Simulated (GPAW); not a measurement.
Input of a GPAW 26.7.0 run:

run.py

```python
from ase.dft.bandgap import bandgap
from ase.io import read, write
from ase.units import GPa
from gpaw import GPAW, PW

atoms = read('CoO.xyz')
atoms.set_initial_magnetic_moments([3.0, 0.0])

calc = GPAW(mode=PW(650),
            xc='PBE',
            kpts={'size': (9, 9, 9), 'gamma': True},
            occupations={'name': 'fermi-dirac', 'width': 0.05},
            nbands=17,
            maxiter=120,
            txt='gpaw.txt')
atoms.calc = calc
energy = atoms.get_potential_energy()
forces = atoms.get_forces()
stress = atoms.get_stress()
calc.write('gs.gpw')
write('result.traj', atoms)
print(f'Energy: {energy:.6f} eV')
print('Forces (eV/A):')
print(forces.round(4))
print('Stress (GPa):', (stress / GPa).round(3))
print('Moments:', calc.get_magnetic_moments().round(3))
print('Fermi level:', round(calc.get_fermi_level(), 4), 'eV')
print(f'Gap: {bandgap(calc)[0]:.4f} eV, direct: {bandgap(calc, direct=True)[0]:.4f} eV')
```

Contents of CoO.xyz:

```xyz
2
Lattice="0.0000000000 2.1315000000 2.1315000000 2.1315000000 0.0000000000 2.1315000000 2.1315000000 2.1315000000 0.0000000000" Properties=species:S:1:pos:R:3 pbc="T T T"
Co     0.0000000000      0.0000000000      0.0000000000
O      2.1315000000      2.1315000000      2.1315000000
```

Potentials or basis: GPAW PAW data sets (gpaw-data 1.2.1), pw.

The run is started by

```bash
$ OMP_NUM_THREADS=1 python run.py
```

Question: What does it give for the site moments?

Answer: Co +2.52; O +0.23 μB.

Question: Predict the pressure.

Answer: -3.5 GPa.

Question: What does it give for the band gap on the k mesh?

Answer: None (metal or under the smearing width).

Caveat: the cutoff is short for stress and forces, so pressures can be off by a GPa or more; a cell with one magnetic atom can't hold antiferromagnetic order, which such compounds often take; semilocal functionals often make such compounds metallic where correlation or magnetic order opens a gap, which also shifts bond lengths. With open d or f shells a metallic result of PBE can be an artefact of self-interaction; +U or a hybrid may open a gap.
